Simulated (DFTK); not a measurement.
The system is Ta.

```
Ta
1.0
    -1.65128    1.65128    1.65128
     1.65128   -1.65128    1.65128
     1.65128    1.65128   -1.65128
Ta
1
Direct
  0.00000 0.00000 0.00000
```

Base run:

- Program: DFTK 0.8.2
- Functional: PBEsol
- Potentials or basis: SPMS 1.0 (PBE)
- Cutoff: 816 eV
- k mesh: 11 × 11 × 11
- Occupations: fermi-dirac, width 0.05 eV
- Spin: no spin polarisation

Its results: band gap on the k mesh none (metal or under the smearing width); pressure -3.8 GPa.

Question: The run is repeated on the same cell with these changes: functional from PBEsol to LDA; potentials or basis from SPMS 1.0 (PBE) to cp2k.nc.sr.lda.v0_1.semicore.gth (LDA, GTH); cutoff from 816 eV to 1333 eV. What comes out?

Answer: Band gap on the k mesh none (metal or under the smearing width); pressure -9.0 GPa.

Caveats: the potentials were made for another functional, which shifts forces and pressure (some runs); GTH potentials come without recommended cutoffs, and this one wasn't checked for convergence (some runs).

Not every run made on this cell is shown here.
